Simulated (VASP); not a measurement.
# ZnS (Wurtzite-2H) (P6_3mc) in VASP: single point with PBE

Aim: the single point of ZnS (Wurtzite-2H) with PBE.

Everything below comes from runs of VASP 6.6.1. Logs are shortened: lines on timing, memory, paths and dates and some standing lists are left out, and cuts for length are marked.

**Experimental background.**

A printed reference work, monograph reports, for a bulk crystal of ZnS at 4 K: band gap 3.911 eV (direct).

The runs below are set against these values where they give the same quantity.

### 1 Starting point

The structure is hexagonal, space group P6_3mc (No. 186). The conventional cell has a = 3.811 Å, b = 3.811 Å, c = 6.234 Å, α = 90.00°, β = 90.00°, γ = 120.00°. Zn (site symmetry 3m) is surrounded by 4 S at 2.31 to 2.40 Å. S (site symmetry 3m) has 4 Zn at 2.31 to 2.40 Å as nearest neighbours.

### 2 Single point, PBE

INCAR reads:

```
  PREC = Accurate
  ENCUT = 520
  EDIFF = 1E-6
  ISMEAR = 0
  SIGMA = 0.01
  LREAL = F
  LASPH = T
  NELM = 100
  ALGO = Normal
  ISIF = 2
  LWAVE = F
  LCHARG = F
  GGA = PE
  NBANDS = 26
```

KPOINTS reads:

```
regular mesh
0
Gamma
  6 6 3
```

POSCAR reads:

```
ZnS
1.0
    3.8110000000      0.0000000000      0.0000000000
   -1.9055000000      3.3004200000      0.0000000000
    0.0000000000      0.0000000000      6.2340000000
Zn S
2 2
Direct
    0.3333333333      0.6666666667      0.0000000000
    0.6666666667      0.3333333333      0.5000000000
    0.3333333333      0.6666666667      0.3850000000
    0.6666666667      0.3333333333      0.8850000000
```

Potentials or basis: VASP PAW PBE potentials, release 64 (Zn, S).

Run with:

```
cat potpaw_PBE.64/Zn/POTCAR potpaw_PBE.64/S/POTCAR > POTCAR
mpirun -np 1 vasp_std > vasp.out
```

OUTCAR:

```text
PREC = Accurate
   ENCUT = 520
   EDIFF = 1E-6
   ISMEAR = 0
   LREAL = F
   LASPH = T
   NELM = 100
   ISIF = 2
   GGA = PE

 ion  position               nearest neighbor table
   1  0.333  0.667  0.000-   4 2.31   4 2.31   4 2.31   3 2.40
   2  0.667  0.333  0.500-   3 2.31   3 2.31   3 2.31   4 2.40
   3  0.333  0.667  0.385-   2 2.31   2 2.31   2 2.31   1 2.40
   4  0.667  0.333  0.885-   1 2.31   1 2.31   1 2.31   2 2.40

  LATTYP: Found a hexagonal cell.
 ALAT       =     3.8110000000
 C/A-ratio  =     1.6357911309

  Lattice vectors:

 A1 = (   3.8110000000,   0.0000000000,   0.0000000000)
 A2 = (  -1.9055000000,   3.3004200000,   0.0000000000)
 A3 = (   0.0000000000,   0.0000000000,   6.2340000000)

Analysis of symmetry for initial positions (statically):
=====================================================================
 Subroutine PRICEL returns:
 Original cell was already a primitive cell.

 Routine SETGRP: Setting up the symmetry group for a
 hexagonal supercell.

 Subroutine GETGRP returns: Found 12 space group operations
 (whereof  6 operations were pure point group operations)
 out of a pool of 24 trial point group operations.

The static configuration has the point symmetry C_3v.
 The point group associated with its full space group is C_6v.

Analysis of symmetry for dynamics (positions and initial velocities):
=====================================================================
 Subroutine PRICEL returns:
 Original cell was already a primitive cell.

 Routine SETGRP: Setting up the symmetry group for a
 hexagonal supercell.

 Subroutine GETGRP returns: Found 12 space group operations
 (whereof  6 operations were pure point group operations)
 out of a pool of 24 trial point group operations.

The dynamic configuration has the point symmetry C_3v.
 The point group associated with its full space group is C_6v.

 Subroutine INISYM returns: Found 12 space group operations
 (whereof  6 operations are pure point group operations),
 and found     1 'primitive' translations

----------------------------------------------------------------------------------------

                                     Primitive cell

  volume of cell :      78.4106

  direct lattice vectors                    reciprocal lattice vectors
     3.811000000  0.000000000  0.000000000     0.262398321  0.151495870  0.000000000
    -1.905500000  3.300420000  0.000000000     0.000000000  0.302991740  0.000000000
     0.000000000  0.000000000  6.234000000     0.000000000  0.000000000  0.160410651

  length of vectors
     3.811000000  3.810997563  6.234000000     0.302991547  0.302991740  0.160410651

  position of ions in fractional coordinates (direct lattice)
     0.333333333  0.666666667  0.000000000
     0.666666667  0.333333333  0.500000000
     0.333333333  0.666666667  0.385000000
     0.666666667  0.333333333  0.885000000

  ion indices of the primitive-cell ions
   primitive index   ion index
                 1           1
                 2           2
                 3           3
                 4           4

----------------------------------------------------------------------------------------

 KPOINTS: regular mesh

Automatic generation of k-mesh.
 Grid dimensions read from file:
 generate k-points for:    6    6    3

 Generating k-lattice:

  Cartesian coordinates                     Fractional coordinates (reciprocal lattice)
     0.043733053  0.025249312  0.000000000     0.166666667  0.000000000  0.000000000
     0.000000000  0.050498623  0.000000000     0.000000000  0.166666667  0.000000000
     0.000000000  0.000000000  0.053470217     0.000000000  0.000000000  0.333333333

  Length of vectors
     0.050498591  0.050498623  0.053470217

  Shift w.r.t. Gamma in fractional coordinates (k-lattice)
     0.000000000  0.000000000  0.000000000

 Subroutine IBZKPT returns following result:
 ===========================================

 Found     14 irreducible k-points:

 Following reciprocal coordinates:
            Coordinates               Weight
  0.000000  0.000000  0.000000      1.000000
  0.166667  0.000000  0.000000      6.000000
  0.333333  0.000000  0.000000      6.000000
  0.500000  0.000000  0.000000      3.000000
  0.166667  0.166667  0.000000      6.000000
  0.333333  0.166667  0.000000     12.000000
  0.333333  0.333333  0.000000      2.000000
  0.000000  0.000000  0.333333      2.000000
  0.166667  0.000000  0.333333     12.000000
  0.333333  0.000000  0.333333     12.000000
  0.500000  0.000000  0.333333      6.000000
  0.166667  0.166667  0.333333     12.000000
  0.333333  0.166667  0.333333     24.000000
  0.333333  0.333333  0.333333      4.000000
   k-points           NKPTS =     14   k-points in BZ     NKDIM =     14   number of bands    NBANDS=     26
   number of dos      NEDOS =    301   number of ions     NIONS =      4
   total plane-waves  NPLWV =  37632
   dimension x,y,z NGX =    28 NGY =   28 NGZ =   48
   dimension x,y,z NGXF=    56 NGYF=   56 NGZF=   96
   ions per type =               2   2
   NGX,Y,Z   is equivalent  to a cutoff of  12.21, 12.21, 12.80 a.u.
   NGXF,Y,Z  is equivalent  to a cutoff of  24.43, 24.43, 25.60 a.u.
 SYSTEM =  unknown system
   PREC   = accura    normal or accurate (medium, high low for compatibility)
   ISTART =      0    job   : 0-new  1-cont  2-samecut
   ICHARG =      2    charge: 1-file 2-atom 10-const
   ISPIN  =      1    spin polarized calculation?
   LNONCOLLINEAR =      F non collinear calculations
   LSORBIT =      F    spin-orbit coupling
   LASPH  =      T    aspherical Exc in radial PAW
   ENCUT  =  520.0 eV  38.22 Ry    6.18 a.u.   7.09  7.09 11.59*2*pi/ulx,y,z
   NELM   =    100;   NELMIN=  2; NELMDL= -5     # of ELM steps
   EDIFF  = 0.1E-05   stopping-criterion for ELM
   LREAL  =      F    real-space projection
   EDIFFG = 0.1E-04   stopping-criterion for IOM
   NSW    =      0    number of steps for IOM
   IBRION =     -1    ionic relax: 0-MD 1-quasi-New 2-CG
   NFREE  =      0    steps in history (QN), initial steepest desc. (CG)
   ISIF   =      2    stress and relaxation
   ISYM   =      2    0-nonsym 1-usesym 2-fastsym
   POTIM  = 0.5000    time-step for ionic-motion
   TEBEG  =    0.0;   TEEND  =   0.0 temperature during run
   PSTRESS=    0.0 pullay stress
   NELECT =      36.0000    total number of electrons
   NUPDOWN=      -1.0000    fix difference up-down
   EMIN   =  10.00;   EMAX   =-10.00  energy-range for DOS
   EFERMI =   0.00;   METHOD = LEGACY
   ISMEAR =     0;   SIGMA  =   0.01  broadening in eV -4-tet -1-fermi 0-gaus
   EFERMI_NEDOS =   21; number of points for ismear=-14 and -15
   IALGO  =     38    algorithm
   IMIX   =      4    mixing-type and parameters
     AMIX     =   0.40;   BMIX     =  1.00
     AMIX_MAG =   1.60;   BMIX_MAG =  1.00
  volume/ion in A,a.u.               =      19.60       132.29
  Fermi-wavevector in a.u.,A,eV,Ry     =   1.262944  2.386618 21.701659  1.595027
  Thomas-Fermi vector in A             =   2.396326
   LORBIT       =      0    0 simple, 1 ext, 2 COOP (PROOUT), +10 PAW based schemes
   GGA     = PE    functional components
   LHFCALC =     F    Hartree Fock is set to
   AEXX    =    0.0000 exact exchange contribution
   IVDW    =     0    specifies the selected vdW correction
   LEPSILON=     F    determine dielectric tensor
   LRPA    =     F    only Hartree local field effects (RPA)
 non-spin polarized calculation
 Gauss-broadening in eV      SIGMA  =   0.01
  energy-cutoff  :      520.00
  volume of cell :       78.41
 maximum number of plane-waves:      2133
   NGX = 15   NGY = 15   NGZ = 23

 number of electron      35.9999977 magnetization

 Free energy of the ion-electron system (eV)
  ---------------------------------------------------
  ext. energy  EPLUGINS =         0.00000000
  ---------------------------------------------------
  free energy    TOTEN  =       -13.64902023 eV

  energy without entropy =      -13.64902023  energy(sigma->0) =      -13.64902023

 E-fermi :   2.2644     XC(G=0):  -9.6504

 val. band max:        2.1645039662   @ k =   0.0000   0.0000   0.0000
 cond. band min:       4.4170082724   @ k =   0.0000   0.0000   0.0000
 fundamental gap:      2.2525043062
 Fermi energy:         2.2644368581

 k-point     1 :       0.0000    0.0000    0.0000
  band No.  band energies     occupation
      1     -11.0291      2.00000
      2     -10.1059      2.00000
      3      -4.2060      2.00000
      4      -4.2060      2.00000
      5      -4.1418      2.00000
      6      -4.1418      2.00000
[... 18 lines left out ...]
     25       9.7863      0.00000
     26      11.4743      0.00000

 k-point     2 :       0.1667    0.0000    0.0000
  band No.  band energies     occupation
      1     -10.8439      2.00000
      2     -10.0020      2.00000
      3      -4.2179      2.00000
      4      -4.1636      2.00000
      5      -4.1291      2.00000
      6      -4.0865      2.00000
[... 18 lines left out ...]
     25      10.4527      0.00000
     26      10.6186      0.00000

 k-point     3 :       0.3333    0.0000    0.0000
  band No.  band energies     occupation
      1     -10.3994      2.00000
      2      -9.8139      2.00000
      3      -4.1973      2.00000
      4      -4.0919      2.00000
      5      -4.0768      2.00000
      6      -3.9655      2.00000
[... 18 lines left out ...]
     25      10.8436      0.00000
     26      11.8388      0.00000

 k-point     4 :       0.5000    0.0000    0.0000
  band No.  band energies     occupation
      1     -10.0929      2.00000
      2      -9.7711      2.00000
      3      -4.1704      2.00000
      4      -4.0662      2.00000
      5      -3.9537      2.00000
      6      -3.9033      2.00000
[... 18 lines left out ...]
     25      11.2492      0.00000
     26      13.5317      0.00000
[... 206 lines left out ...]
      1     -10.3675      2.00000
      2     -10.0326      2.00000
      3      -4.1844      2.00000
      4      -4.1366      2.00000
      5      -4.0748      2.00000
      6      -4.0700      2.00000
[... 18 lines left out ...]
     25      10.2881      0.00000
     26      11.2412      0.00000

 k-point    13 :       0.3333    0.1667    0.3333
  band No.  band energies     occupation
      1     -10.0155      2.00000
      2      -9.8430      2.00000
      3      -4.1295      2.00000
      4      -4.0645      2.00000
      5      -4.0158      2.00000
      6      -3.9465      2.00000
[... 18 lines left out ...]
     25      11.2992      0.00000
     26      11.6774      0.00000

 k-point    14 :       0.3333    0.3333    0.3333
  band No.  band energies     occupation
      1      -9.8365      2.00000
      2      -9.8365      2.00000
      3      -4.0765      2.00000
      4      -3.9970      2.00000
      5      -3.9970      2.00000
      6      -3.9346      2.00000
[... 18 lines left out ...]
     25      12.0753      0.00000
     26      12.2120      0.00000

------------------------ aborting loop because EDIFF is reached ----------------------------------------

  FORCE on cell =-STRESS in cart. coord.  units (eV):
  Direction    XX          YY          ZZ          XY          YZ          ZX
  --------------------------------------------------------------------------------------
  -------------------------------------------------------------------------------------
  Total        1.5671497      1.5671470      0.5512824      0.0000000     -0.0000000      0.0000000
  in kB       32.0218275     32.0217729     11.2644430      0.0000000     -0.0000000      0.0000000
  external PRESSURE =      25.1026811 kB  Pullay stress =       0.0000000 kB

 VOLUME and BASIS-vectors are now :
 -----------------------------------------------------------------------------
  energy-cutoff  :      520.00
  volume of cell :       78.41
      direct lattice vectors                 reciprocal lattice vectors
     3.811000000  0.000000000  0.000000000     0.262398321  0.151495870  0.000000000
    -1.905500000  3.300420000  0.000000000     0.000000000  0.302991740  0.000000000
     0.000000000  0.000000000  6.234000000     0.000000000  0.000000000  0.160410651

 POSITION                                       TOTAL-FORCE (eV/Angst)
 -----------------------------------------------------------------------------------
     -0.00000      2.20028      0.00000         0.000000     -0.000000      0.323726
      1.90550      1.10014      3.11700        -0.000000      0.000000      0.323726
     -0.00000      2.20028      2.40009         0.000000     -0.000000     -0.323726
      1.90550      1.10014      5.51709        -0.000000     -0.000000     -0.323726
 -----------------------------------------------------------------------------------
    total drift:                               -0.000000     -0.000000      0.000475

  FREE ENERGIE OF THE ION-ELECTRON SYSTEM (eV)
  ---------------------------------------------------
  free  energy   TOTEN  =       -13.6490202251 eV

  energy  without entropy=      -13.6490202251  energy(sigma->0) =      -13.64902023
```

Wall time 24 s (1 thread of Intel Xeon Platinum 8488C (Sapphire Rapids), shared host); peak memory 0.19 GiB.

What came out:

```
Free energy            : -13.6490 eV
Pressure               : 2.5 GPa
Largest force          : 0.324 eV/Å
Band gap on the k mesh : 2.25 eV, direct
```

Forces in eV/Å, atoms in the order of the input:
```
Zn   0.000  0.000  0.324
Zn   0.000  0.000  0.324
S    0.000  0.000 -0.324
S    0.000  0.000 -0.324
```

Levels at points of the mesh, in eV from the valence-band top:
```csv
k point,band 15,band 16,band 17,band 18,band 19,band 20,band 21,band 22
"(0.00, 0.00, 0.00)",-0.86,-0.01,-0.01,0.00,2.25,3.00,6.30,6.30
"(0.50, 0.00, 0.00)",-3.16,-2.25,-1.56,-0.98,3.62,4.27,5.18,7.14
```

### 3 Against experiment

Step 2. Against the measured gap of ZnS, 3.911 eV (direct; 4 K; a printed reference work, monograph), the calculated 2.25 eV is off by -1.66 eV. The value is that of PBE, without temperature or zero-point motion. Semilocal functionals fall short of measured gaps as a rule.
